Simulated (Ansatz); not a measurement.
# Pd (P6_3/mmc) in Ansatz: further runs

One crystal, Pd, is run at these levels: LDA, PBEsol, BLYP, r2SCAN; tasks: phonons, elastic constants, band structure.

Everything below comes from runs of Ansatz 0.2.0. Logs are shortened: lines on timing, memory, paths and dates and some standing lists are left out, and cuts for length are marked.

### Step 1. Starting point

Symmetry: P6_3/mmc, No. 194, hexagonal system. The conventional cell has a = 2.784 Å, b = 2.784 Å, c = 4.629 Å, α = 90.00°, β = 90.00°, γ = 120.00°. Around Pd (site symmetry -6m2) lie 12 Pd at 2.78 to 2.82 Å.

This isn't the form of Pd at room conditions, which is fcc.

### Step 2. Phonons, LDA

The input, input.yaml:

```yaml
crystal:
  lattice:
    - [2.7836650458, 0.0, 0.0]
    - [-1.3918325229, 2.4107246453, 0.0]
    - [0.0, 0.0, 4.628893]
  atoms:
    - { symbol: Pd, position: [0.3333333333, 0.6666666667, 0.25] }
    - { symbol: Pd, position: [0.6666666667, 0.3333333333, 0.75] }
hamiltonian:
  xc: lda
  pseudopotentials: { kind: paw }
kpoints:
  mp_grid: { grid: [8, 8, 5] }
scf:
  occupations: { method: fermi_dirac, width: 0.05 }
phonons:
  method: dfpt
```

Potentials or basis: Ansatz PAW.

Launch:

```bash
ansatz run input.yaml --threads 2 --pin off --max-ram 5632MiB --backend cpu --events-out ev --progress --plain --runs-dir out
```

The program printed:

```text
Warning: RAYON_NUM_THREADS=2 ignored (pool sized by the plan → 2); use --threads N
zone centre: on kpoints.mp_grid the ground state, and the responses unless they are solved on pairs of k-points, stand on 63 of the mesh's 320 k-points, reduced under 4 symmetry operations, with k and −k counted as one. Each operation leaves every solved displacement unchanged or reverses it
Engine: ansatz 0.2.0, aarch64-unknown-linux-gnu
Pseudopotentials: kind: paw
Pseudopotential: Pd, paw, valence charge 18, recommended cutoff 420 eV (normal), Pd.paw.azcp
Functional definition: SPW92
  exchange = slater_x
  correlation = pw_c
Crystal: 2 atoms, lattice volume = 31.063 Å³
Basis set: ecut = 420 eV, 591 PW (Γ), exchange–correlation on 40×40×64 points (8 copies of the dense FFT grid, shifted against one another)
Bands: 22, of which v1, the nominal top of the filled ones, is band 18 counted from 1 (17 counted from 0)
Symmetry: 24 space group operations
k-points: 63 of 320 (irreducible under 4 space group operations, time reversal used)
Non-local potential: Pd, projectors of the file, l = 0: 2, l = 1: 2, l = 2: 2, l = 3: 1
PAW form: soft (Blöchl's): semilocal exchange-correlation on the pseudo side does not see the compensation charge
PAW frozen core: Pd, regenerated for the run's functional, and the local potential with it (the file was generated under x = pbe(κ = 0.804, μ = 0.2195149727645171), c = pbe(β = 0.06672455060314922))
PAW one-centre angular grid: Pd, 590 points (default); XC on 64 Gauss nodes
Initial density: superposition of atomic densities (neutral atoms: chi_scale 0, normalization atom), corrected by the library's trained network
Initial wavefunctions: pseudopotential atomic-orbital guess
Functional: x = slater, c = lda
SCF iter   1: F=—  HF=-13688.964953 eV  |F-HF|=—  |Δ(HF+E_count)|=         —  Δρ=1.42e-2  dr2=4.51e-2  ethr=1.77e-3  ⟨swp⟩=5.7  Hψ=6209  notcnv=0
preconditioner: auto → Kerker (q_TF=auto, 2.796 Å⁻¹)  [metal: Δε(μ)=0.004 eV  Ē_g=8.913 eV  σ=0.050 eV  W_gap=0.02  n_scr=10 (ndim 8)  ℏωp=29.8 eV  f_vac=0.000  D(μ)=4.50/eV (n_scr^D=66)]
SCF iter   2: F=—  HF=-13688.955271 eV  |F-HF|=—  |Δ(HF+E_count)|=   9.68e-3  Δρ=5.66e-3  dr2=7.06e-3  ethr=1.25e-4  ⟨swp⟩=2.1  Hψ=2181  notcnv=0
SCF iter   3: F=—  HF=-13688.953289 eV  |F-HF|=—  |Δ(HF+E_count)|=   1.98e-3  Δρ=9.68e-4  dr2=1.74e-4  ethr=1.96e-5  ⟨swp⟩=2.3  Hψ=1855  notcnv=0
SCF iter   4: F=—  HF=-13688.953245 eV  |F-HF|=—  |Δ(HF+E_count)|=   4.37e-5  Δρ=1.70e-4  dr2=5.69e-6  ethr=4.84e-7  ⟨swp⟩=2.2  Hψ=1833  notcnv=0
SCF iter   5: F=—  HF=-13688.953244 eV  |F-HF|=—  |Δ(HF+E_count)|=   1.66e-6  Δρ=4.84e-5  dr2=5.49e-7  ethr=1.58e-8  ⟨swp⟩=2.2  Hψ=2070  notcnv=0
SCF iter   6: F=—  HF=-13688.953244 eV  |F-HF|=—  |Δ(HF+E_count)|=   5.21e-7  Δρ=1.21e-5  dr2=2.82e-8  ethr=1.53e-9  ⟨swp⟩=1.1  Hψ=1401  notcnv=0
SCF iter   7: F=—  HF=-13688.953244 eV  |F-HF|=—  |Δ(HF+E_count)|=   4.55e-9  Δρ=1.99e-6  dr2=1.10e-9  ethr=7.82e-11  ⟨swp⟩=2.7  Hψ=2499  notcnv=0
SCF iter   8: F=—  HF=-13688.953244 eV  |F-HF|=—  |Δ(HF+E_count)|=  2.06e-10  Δρ=3.29e-7  dr2=2.68e-11  ethr=3.05e-12  ⟨swp⟩=2.4  Hψ=2211  notcnv=0
SCF iter   9: F=-13688.953244 eV  HF=-13688.953244 eV  |F-HF|=3.64e-12  |Δ(HF+E_count)|=  1.27e-11  Δρ=5.47e-8  dr2=7.63e-13  ethr=1.00e-12  ⟨swp⟩=5.0  Hψ=5526  notcnv=0
SCF 1 converged in 9 iterations: F = -13688.953244 eV  dr2 = 7.63e-13
DFPT response loops at Γ: preconditioner auto → Kerker (q_TF=auto, 2.796 Å⁻¹) (partly filled bands, converged f_vac=0.000); β = 1.00, the filter's whole step (`scf.mixing.beta` (0.50) is not read by the response loops under this deck's `scf.mixing.preconditioner`; to damp them name `kerker` or `kerker_dos`, under which they read `scf.mixing.beta`, and type it under 1.00, their step now; both keys bind the ground state too); Broyden in place of MSR1
SCF converged after 9 iterations
Free energy (F): -13688.953244 eV
Harris-Foulkes:  -13688.953244 eV  (|F-HF|=3.64e-12)
Internal energy: -13688.915252 eV  (E = F + TS)
E sigma→0 (E₀):  -13688.934248 eV
Entropy (-TS):   -0.037992 eV (-18.996 meV/atom)
Fermi energy:    18.153813 eV
--- Per-component energies (eV) ---
  E_band       = -325.559578
  E_kinetic    = 1024.198720
  E_local      = -3649.916098  (includes V_loc(G=0)·N_el)
  E_nonlocal   = 446.155262
  E_hartree    = 1469.138119
  E_xc         = -333.985316
  E_vxc        = -420.865908  (∫ρ·V_xc dr)
  E_paw        = -7245.395378  (= ΣΔE_a)
  E_vpaw       = -663.408237  (= ΣTr[D̂ρ^β])
  E_aug_tail   = 0.000422  (compensation charges beyond the density's cutoff)
  E_ewald      = -5400.472451
  E_core_change = 1.361468  (= ΣΔE_core)
  E_smearing   = -0.037992  (= −TS)
  E_closure    = -0.000000  (closes the sum)
  Σ components = -13688.953244   (vs F -13688.953244, Δ=0.00e0)
--- Band table (eV; the first three rows and the last of 63) ---
  k-point 0: bands = ["-65.6870", "-65.6471", "-31.5586", "-31.3422", "-31.3422", "-31.2974", "-31.2974", "-31.2314", "11.2384", "13.1370", "15.3932", "15.5715", "15.5715", "15.9009", "15.9009", "16.5728", "16.5728", "17.9204", "17.9204", "19.0175", "24.6558", "35.0407"]
  k-point 1: bands = ["-65.6832", "-65.6509", "-31.5279", "-31.3379", "-31.3379", "-31.3017", "-31.3017", "-31.2632", "11.5699", "13.1788", "15.3109", "15.5081", "15.5081", "15.8030", "15.8030", "16.8049", "16.8049", "17.7164", "17.8716", "17.8716", "26.4904", "34.5076"]
  k-point 2: bands = ["-65.6732", "-65.6609", "-31.4469", "-31.3458", "-31.3267", "-31.3267", "-31.3129", "-31.3129", "12.4164", "13.1065", "15.2485", "15.4866", "15.4866", "15.6098", "15.6098", "15.9330", "17.2631", "17.2631", "17.6630", "17.6630", "29.9462", "33.2060"]
  k-point 62: bands = ["-65.6376", "-65.6335", "-31.5735", "-31.5718", "-31.4606", "-31.4443", "-31.3375", "-31.3089", "13.9537", "14.0511", "14.7034", "15.1303", "15.2894", "15.7713", "16.2258", "16.7026", "17.8869", "18.3005", "21.0524", "22.3685", "28.1386", "28.4770"]
--- Phonons (Γ-DFPT): 2 representative perturbations + reference, on 63 of 320 k-points (Σ response iterations 8) ---
  k mesh reduced under 4 symmetry operations, with k and −k counted as one. Each operation leaves every solved displacement unchanged or reverses it
  ASR residual: 4.815e-4 → 0.000e0 eV/Å²; symmetrization residual: 5.806e-13 eV/Å²
  ASR residual per site (eV/Å²): 4.82e-4 4.82e-4
  Γ frequencies (cm⁻¹): 0.00 0.00 0.00 64.62 64.62 188.56
  non-analytic LO–TO correction: not included (Born effective charges unavailable; polar crystals: no LO–TO splitting at Γ)
```

Run time: 5.2 s. Hardware: 2 threads of Arm Neoverse V2, shared host; peak memory 0.4 GiB.

What came out:

```
Free energy                   : -13688.9532 eV
Band gap on the k mesh        : none (metal or under the smearing width)
Highest phonon frequency at Γ : 189 cm⁻¹
```

Levels at points of the mesh, in eV from the Fermi level:
```tsv
k point	band 14	band 15	band 16	band 17	band 18	band 19	band 20	band 21	band 22
(0.00, 0.00, 0.00)	-2.25	-2.25	-1.58	-1.58	-0.23	-0.23	0.86	6.50	16.89
(0.00, -0.50, 0.00)	-2.04	-1.69	-0.02	0.02	0.16	2.46	4.28	9.20	9.59
(-0.50, 0.00, 0.00)	-2.04	-1.69	-0.02	0.02	0.16	2.46	4.28	9.20	9.59
```

Phonon frequencies in cm⁻¹ (negative: imaginary):
```csv
q point,frequencies
"(0.000, 0.000, 0.000)",0 0 0 65 65 189
```

Caveat: the PAW data sets come from PBE, with cores solved anew for the run's functional, which leaves a small shift of forces and pressure.

### Step 3. Elastic constants, PBEsol

input.yaml: that of step 2 with these lines changed.

```diff
@@ -9,3 +9,3 @@
 hamiltonian:
-  xc: lda
+  xc: pbesol
   pseudopotentials: { kind: paw }
@@ -15,3 +15,7 @@
   occupations: { method: fermi_dirac, width: 0.05 }
-phonons:
-  method: dfpt
+output:
+  forces: true
+  stress: true
+elastic:
+  mode: relaxed_ion
+  stencil: two_point
```

Potentials or basis: Ansatz PAW.

Launch:

```bash
ansatz run input.yaml --threads 2 --pin off --max-ram 5632MiB --backend cpu --events-out ev --progress --plain --runs-dir out
```

It took 9.6 s on 2 threads of Intel Xeon 6975P-C (Granite Rapids), shared host; peak memory 0.38 GiB.

It converged, with:

```yaml
Free_energy: -13813.1629 eV
Pressure: -10.2 GPa
Band_gap_on_the_k_mesh: none (metal or under the smearing width)
Voigt_bulk_modulus: 142 GPa
```

Stress tensor (GPa, compression positive):
```
-10.74   0.00   0.00
  0.00 -10.74   0.00
  0.00   0.00  -9.24
```

Levels at points of the mesh, in eV from the Fermi level:
```csv
k point,band 15,band 16,band 17,band 18,band 19,band 20,band 21,band 22
"(0.00, 0.00, 0.00)",-2.25,-1.58,-1.58,-0.24,-0.24,0.85,6.56,16.81
"(0.00, -0.50, 0.00)",-1.69,-0.02,0.02,0.16,2.46,4.30,9.25,9.60
```

Elastic tensor in Voigt notation (GPa, in the Cartesian axes of the cell as first typed):
```
193 128 105   0   0   0
128 193 105   0   0   0
106 106 216   0   0   0
  0   0   0  30   0   0
  0   0   0   0  30   0
  0   0   0   0   0  33
```

Caveat: the cell is more than 3 GPa from zero pressure, which shifts response properties; elastic constants of metals need much finer meshes, so these are rough; the PAW data sets come from PBE, with cores solved anew for the run's functional, which leaves a small shift of forces and pressure.

### Step 4. Band structure, BLYP

The input, input.yaml:

```yaml
crystal:
  lattice:
    - [2.7836650458, 0.0, 0.0]
    - [-1.3918325229, 2.4107246453, 0.0]
    - [0.0, 0.0, 4.628893]
  atoms:
    - { symbol: Pd, position: [0.3333333333, 0.6666666667, 0.25] }
    - { symbol: Pd, position: [0.6666666667, 0.3333333333, 0.75] }
hamiltonian:
  xc: blyp
  pseudopotentials: { kind: paw }
kpoints:
  mp_grid: { grid: [11, 11, 6] }
  band_path:
    path:
      - [[0.0, 0.0, 0.0], [0.5, 0.0, 0.0], [0.3333333333, 0.3333333333, 0.0], [0.0, 0.0, 0.0], [0.0, 0.0, 0.5], [0.5, 0.0, 0.5], [0.3333333333, 0.3333333333, 0.5], [0.0, 0.0, 0.5]]
      - [[0.5, 0.0, 0.5], [0.5, 0.0, 0.0]]
      - [[0.3333333333, 0.3333333333, 0.0], [0.3333333333, 0.3333333333, 0.5]]
    npoints: 14
scf:
  occupations: { method: fermi_dirac, width: 0.05 }
  n_extra_bands: 6
output:
  forces: true
  stress: true
  eigenvalues: true
  fatbands: false
  write_density: true
  write_potential: true
  elf: true
  volumetric_format: npy
```

Potentials or basis: Ansatz PAW.

Launch:

```bash
ansatz run input.yaml --threads 2 --pin off --max-ram 5632MiB --backend cpu --events-out ev --progress --plain --runs-dir out
```

The program printed:

```text
Warning: RAYON_NUM_THREADS=2 ignored (pool sized by the plan → 2); use --threads N
scf.n_extra_bands = 6 over 18 filled bands (N_el = 36.0): the run solves 24 bands
[... 3 set-up lines as earlier in the session ...]
Functional definition: BLYP
  parameter beta = 0.0042
  parameter a = 0.04918
  parameter b = 0.132
  parameter c = 0.2533
  parameter d = 0.349
  exchange = b88_x(beta = beta)
  correlation = lyp_c(a = a, b = b, c = c, d = d)
Crystal: 2 atoms, lattice volume = 31.063 Å³
Basis set: ecut = 420 eV, 591 PW (Γ), exchange–correlation on 40×40×64 points (8 copies of the dense FFT grid, shifted against one another)
Bands: 24, of which v1, the nominal top of the filled ones, is band 18 counted from 1 (17 counted from 0)
[... 1 set-up line as earlier in the session ...]
Space group: P63/mmc (ITA 194), of the structure as read, at distance tolerance 3.1e-5 Å
k-points: 64 of 726
[... 6 set-up lines as earlier in the session ...]
Functional: x = b88, c = lyp
SCF iter   1: F=—  HF=-13975.100948 eV  |F-HF|=—  |Δ(HF+E_count)|=         —  Δρ=1.58e-2  dr2=7.66e-2  ethr=1.77e-3  ⟨swp⟩=5.7  Hψ=7086  notcnv=0  defer=11
preconditioner: auto → Kerker (q_TF=auto, 2.796 Å⁻¹)  [metal: Δε(μ)=0.004 eV  Ē_g=11.766 eV  σ=0.050 eV  W_gap=0.02  n_scr=10 (ndim 8)  ℏωp=29.8 eV  f_vac=0.000  D(μ)=5.89/eV (n_scr^D=98)]
SCF iter   2: F=—  HF=-13975.087415 eV  |F-HF|=—  |Δ(HF+E_count)|=   1.35e-2  Δρ=7.26e-3  dr2=1.64e-2  ethr=2.13e-4  ⟨swp⟩=2.0  Hψ=2314  notcnv=0  defer=65
SCF iter   3: F=—  HF=-13975.084881 eV  |F-HF|=—  |Δ(HF+E_count)|=   2.53e-3  Δρ=1.76e-3  dr2=8.37e-4  ethr=4.55e-5  ⟨swp⟩=2.3  Hψ=2009  notcnv=0  defer=65
SCF iter   4: F=—  HF=-13975.084968 eV  |F-HF|=—  |Δ(HF+E_count)|=   8.61e-5  Δρ=3.33e-4  dr2=2.24e-5  ethr=2.32e-6  ⟨swp⟩=2.4  Hψ=2044  notcnv=0  defer=65
SCF iter   5: F=—  HF=-13975.084985 eV  |F-HF|=—  |Δ(HF+E_count)|=   1.73e-5  Δρ=8.93e-5  dr2=1.73e-6  ethr=6.23e-8  ⟨swp⟩=2.0  Hψ=1899  notcnv=0  defer=65
SCF iter   6: F=—  HF=-13975.084986 eV  |F-HF|=—  |Δ(HF+E_count)|=   1.44e-6  Δρ=2.95e-5  dr2=1.66e-7  ethr=4.81e-9  ⟨swp⟩=2.1  Hψ=1976  notcnv=0  defer=65
SCF iter   7: F=-13975.084986 eV  HF=-13975.084986 eV  |F-HF|=2.67e-9  |Δ(HF+E_count)|=   1.45e-7  Δρ=5.31e-6  dr2=6.95e-9  ethr=2.78e-10  ⟨swp⟩=10.8  Hψ=9161  notcnv=0
SCF 1 converged in 7 iterations: F = -13975.084986 eV  dr2 = 6.95e-9
NSCF: frozen V_eff on 129 k-points
SCF converged after 7 iterations
Free energy (F): -13975.084986 eV
Harris-Foulkes:  -13975.084986 eV  (|F-HF|=2.67e-9)
Internal energy: -13975.037546 eV  (E = F + TS)
E sigma→0 (E₀):  -13975.061266 eV
Entropy (-TS):   -0.047440 eV (-23.720 meV/atom)
Fermi energy:    18.962455 eV
--- Per-component energies (eV) ---
  E_band       = -295.666327
  E_kinetic    = 1028.470656
  E_local      = -3648.789031  (includes V_loc(G=0)·N_el)
  E_nonlocal   = 432.132570
  E_hartree    = 1481.366094
  E_xc         = -331.652817
  E_vxc        = -415.383523  (∫ρ·V_xc dr)
  E_paw        = -7536.266642  (= ΣΔE_a)
  E_vpaw       = -654.833444  (= ΣTr[D̂ρ^β])
  E_aug_tail   = 0.000418  (compensation charges beyond the density's cutoff)
  E_ewald      = -5400.472451
  E_core_change = 0.173656  (= ΣΔE_core)
  E_smearing   = -0.047440  (= −TS)
  E_closure    = 0.000000  (closes the sum)
  Σ components = -13975.084986   (vs F -13975.084986, Δ=0.00e0)
--- Forces (eV/Å), atoms counted from 1 ---
  atom   1  Pd    -0.00000000     0.00000000     0.00000000
  atom   2  Pd     0.00000000    -0.00000000     0.00000000
  max |Σ_I F_I| component: 4.63e-18 eV/Å
--- Stress (GPa, compression-positive) ---
        8.480551      -0.000000       0.000000
       -0.000000       8.480551       0.000000
        0.000000       0.000000       8.952176
  P = ⅓ Tr σ = 8.6378 GPa (86.378 kbar)
--- Band table (eV; the first three rows and the last of 64) ---
  k-point 0: bands = ["-64.9510", "-64.9114", "-30.7800", "-30.5486", "-30.5486", "-30.5040", "-30.5040", "-30.4551", "12.3340", "14.0735", "16.2362", "16.4189", "16.4189", "16.7411", "16.7411", "17.3799", "17.3799", "18.7189", "18.7189", "20.1750", "25.5823", "36.2665", "37.7145", "38.4932"]
  k-point 1: bands = ["-64.9483", "-64.9141", "-30.7586", "-30.5457", "-30.5457", "-30.5070", "-30.5070", "-30.4772", "12.5666", "14.1127", "16.1799", "16.3679", "16.3679", "16.6715", "16.6715", "17.5480", "17.5480", "18.6868", "18.6868", "19.1434", "26.9776", "35.8534", "37.8818", "38.0122"]
  k-point 2: bands = ["-64.9411", "-64.9213", "-30.6998", "-30.5375", "-30.5375", "-30.5374", "-30.5152", "-30.5152", "13.1946", "14.1524", "16.0995", "16.3226", "16.3226", "16.5158", "16.5158", "17.4717", "17.9111", "17.9111", "18.5548", "18.5548", "29.7641", "35.0273", "37.0957", "37.1610"]
  k-point 63: bands = ["-64.8964", "-64.8964", "-30.7766", "-30.7766", "-30.7049", "-30.7049", "-30.5354", "-30.5354", "15.0828", "15.0828", "15.6901", "15.6901", "16.4290", "16.4290", "17.3608", "17.3608", "18.8074", "18.8074", "25.2314", "25.2314", "27.4066", "27.4066", "28.9529", "28.9529"]
```

Wall time 2.8 s (2 threads of Arm Neoverse V1, shared host); peak memory 0.32 GiB.

What came out:

```
Free energy            : -13975.0850 eV
Pressure               : 8.6 GPa
Band gap on the k mesh : none (metal or under the smearing width)
```

Stress tensor (GPa, compression positive):
```
8.48 0.00 0.00
0.00 8.48 0.00
0.00 0.00 8.95
```

Levels at the corners of the path, in eV from the Fermi level:
| point | band 14 | band 15 | band 16 | band 17 | band 18 | band 19 | band 20 | band 21 | band 22 | band 23 |
| --- | --- | --- | --- | --- | --- | --- | --- | --- | --- | --- |
| Γ | -2.22 | -2.22 | -1.58 | -1.58 | -0.24 | -0.24 | 1.21 | 6.62 | 17.30 | 18.75 |
| M | -1.99 | -1.54 | -0.01 | 0.00 | 0.17 | 2.66 | 4.45 | 9.40 | 9.83 | 12.47 |
| K | -2.66 | -1.70 | -0.48 | -0.48 | -0.37 | 5.97 | 6.01 | 6.01 | 12.15 | 13.13 |
| Γ | -2.22 | -2.22 | -1.58 | -1.58 | -0.24 | -0.24 | 1.21 | 6.62 | 17.30 | 18.75 |
| A | -2.59 | -2.59 | -2.59 | -0.68 | -0.68 | -0.68 | -0.68 | 13.84 | 13.84 | 17.68 |
| L | -1.45 | -0.41 | -0.41 | 0.10 | 0.10 | 2.82 | 2.82 | 7.87 | 7.87 | 16.26 |
| H | -2.55 | -1.69 | -1.69 | -0.18 | -0.18 | 6.91 | 6.91 | 8.69 | 8.69 | 8.97 |
| A | -2.59 | -2.59 | -2.59 | -0.68 | -0.68 | -0.68 | -0.68 | 13.84 | 13.84 | 17.68 |
| L | -1.45 | -0.41 | -0.41 | 0.10 | 0.10 | 2.82 | 2.82 | 7.87 | 7.87 | 16.26 |
| M | -1.99 | -1.54 | -0.01 | 0.00 | 0.17 | 2.66 | 4.45 | 9.40 | 9.83 | 12.47 |
| K | -2.66 | -1.70 | -0.48 | -0.48 | -0.37 | 5.97 | 6.01 | 6.01 | 12.15 | 13.13 |
| H | -2.55 | -1.69 | -1.69 | -0.18 | -0.18 | 6.91 | 6.91 | 8.69 | 8.69 | 8.97 |

Caveat: the PAW data sets come from PBE, with cores solved anew for the run's functional, which leaves a small shift of forces and pressure.

### Step 5. Band structure, r2SCAN

input.yaml: that of step 4 with these lines changed.

```diff
@@ -9,3 +9,3 @@
 hamiltonian:
-  xc: blyp
+  xc: r2scan
   pseudopotentials: { kind: paw }
@@ -26,3 +26,3 @@
   eigenvalues: true
-  fatbands: false
+  fatbands: true
   write_density: true
```

Launch:

```bash
ansatz run input.yaml --threads 2 --pin off --max-ram 5632MiB --backend cpu --events-out ev --progress --plain --runs-dir out
```

It took 7.4 s on 2 threads of Arm Neoverse V1, shared host; peak memory 0.41 GiB.

It converged, with:

- Free energy: -13971.3892 eV
- Pressure: -5.6 GPa
- Band gap on the k mesh: none (metal or under the smearing width)

Stress tensor (GPa, compression positive):
```
-5.93  0.00  0.00
 0.00 -5.93  0.00
 0.00  0.00 -4.98
```

Levels at the corners of the path, in eV from the Fermi level:
```tsv
point	band 14	band 15	band 16	band 17	band 18	band 19	band 20	band 21	band 22	band 23
Γ	-2.28	-2.28	-1.64	-1.64	-0.27	-0.27	1.29	7.02	17.72	19.29
M	-2.03	-1.57	-0.02	-0.01	0.17	2.78	4.70	9.93	10.25	13.18
K	-2.76	-1.75	-0.49	-0.49	-0.40	6.18	6.38	6.38	12.68	13.65
Γ	-2.28	-2.28	-1.64	-1.64	-0.27	-0.27	1.29	7.02	17.72	19.29
A	-2.66	-2.65	-2.65	-0.71	-0.71	-0.71	-0.71	14.35	14.35	18.18
L	-1.50	-0.42	-0.42	0.10	0.10	2.96	2.96	8.32	8.32	16.83
H	-2.64	-1.75	-1.75	-0.18	-0.18	7.21	7.21	8.99	8.99	9.55
A	-2.66	-2.65	-2.65	-0.71	-0.71	-0.71	-0.71	14.35	14.35	18.18
L	-1.50	-0.42	-0.42	0.10	0.10	2.96	2.96	8.32	8.32	16.83
M	-2.03	-1.57	-0.02	-0.01	0.17	2.78	4.70	9.93	10.25	13.18
K	-2.76	-1.75	-0.49	-0.49	-0.40	6.18	6.38	6.38	12.68	13.65
H	-2.64	-1.75	-1.75	-0.18	-0.18	7.21	7.21	8.99	8.99	9.55
```

Caveat: the PAW data sets come from PBE, with cores solved anew for the run's functional, which leaves a small shift of forces and pressure.

### Step 6. Overview

```tsv
task	level	k mesh	cutoff (eV)	atoms under strain	points for each segment of the path	gap on the mesh (eV)	pressure (GPa)
phonons	LDA	8 × 8 × 5	420	-	-	none	-
elastic constants	PBEsol	8 × 8 × 5	420	relaxed	-	none	-10.2
band structure	BLYP	11 × 11 × 6	420	-	14	none	8.6
band structure	r2SCAN	11 × 11 × 6	500	-	14	none	-5.6
```

Alike in all rows: potentials or basis Ansatz PAW; no spin polarisation; cell as given; smearing fermi-dirac 0.05 eV.

Every run on the cell as given and a fine mesh finds a metal. The pressure there spans -10.2 GPa (PBEsol) to 8.6 GPa (BLYP); a positive pressure means that this level wants a larger cell, a negative one a smaller.

Caveats: the PAW data sets come from PBE, with cores solved anew for the run's functional, which leaves a small shift of forces and pressure; the cell is more than 3 GPa from zero pressure, which shifts response properties (some runs); elastic constants of metals need much finer meshes, so these are rough (some runs).

Total energies depend on the potentials used, so only differences within one code and one set of settings carry meaning.
